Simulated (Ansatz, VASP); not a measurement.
**One calculation of SiC, two programs**

```xyz
2
Lattice="0.0000 2.1740 2.2392 2.1740 0.0000 2.2392 2.1740 2.1740 0.0000" Properties=species:S:1:pos:R:3 pbc="T T T"
Si    0.0000    0.0000    0.0000
C     3.2610    3.2610    3.3588
```

Change from the starting cell: strain +0.000 along x and y, +0.030 along z, atoms carried along.

Alike in both runs: task single point; functional PBE; k mesh 12 × 12 × 12; occupations gaussian, width 0.05 eV; no spin polarisation.

|  | VASP | Ansatz |
| --- | --- | --- |
| version | VASP 6.6.1 | Ansatz 0.2.0 |
| potentials or method | VASP PAW PBE potentials, release 64 (Si, C) | scalar-relativistic, plane waves, PAW |
| plane-wave cutoff (eV) | 520 | 420 |
| valence electrons in the cell | 8 | 8 |

```tsv
	VASP	Ansatz	Ansatz less VASP
gap on the k mesh at the Fermi level (eV)	1.22	1.23	+0.002
least direct gap on the mesh (eV)	4.49	4.49	+0.003
pressure (GPa)	-1.7	-1.7	+0.05
largest component of the traceless stress (GPa)	5.36	5.35	-0.013
```

A k mesh can miss the band edges.
